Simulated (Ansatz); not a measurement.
NiO:

```xyz
2
Lattice="0.0000 2.0859 2.0859 2.0859 0.0000 2.0859 2.0859 2.0859 0.0000" Properties=species:S:1:pos:R:3 pbc="T T T"
Ni    0.0000    0.0000    0.0000
O     2.0859    2.0859    2.0859
```

```yaml
Program: Ansatz 0.2.0
Task: single point
Functional: PBE
Potentials_or_basis: all-electron LAPW, scalar-relativistic
Cutoff: 378 eV (chosen from the basis error)
Basis_error_allowed: 0.001 eV/atom
k_mesh: 11 × 11 × 11
Occupations: fermi-dirac, width 0.05 eV
Spin: collinear spin, ferromagnetic start
Starting_moments: "[1.0, 0.0] μB"
```

On this cell: pressure 6.3 GPa; largest force zero by symmetry; net moment 1.78 μB per cell; site moments Ni +1.48; O +0.29 μB; band gap on the k mesh none (metal or under the smearing width).

The same run follows on a disturbed copy (atoms moved at random, drawn with an rms of 0.05 Å):

```
Ni O
1.0
     0.00000    2.08590    2.08590
     2.08590    0.00000    2.08590
     2.08590    2.08590    0.00000
Ni O
1 1
Direct
  0.99963 0.98326 0.01952
  0.50305 0.49315 0.49605
```

What changes?

The energy (extrapolated to zero smearing) moves by +2.0 meV/atom; pressure 6.8 GPa; largest force 0.141 eV/Å; net moment 1.80 μB per cell; site moments Ni +1.49; O +0.29 μB; band gap on the k mesh none (metal or under the smearing width).

Forces in eV/Å, atoms in the order of the input:
```
Ni  -0.068 -0.103  0.067
O    0.068  0.103 -0.067
```

Stress tensor (GPa, compression positive):
```
 6.72  0.01 -0.01
 0.01  7.11 -0.01
-0.01 -0.01  6.70
```

Caveats: a cell with one magnetic atom can't hold antiferromagnetic order, which such compounds often take; semilocal functionals often make such compounds metallic where correlation or magnetic order opens a gap, which also shifts bond lengths.
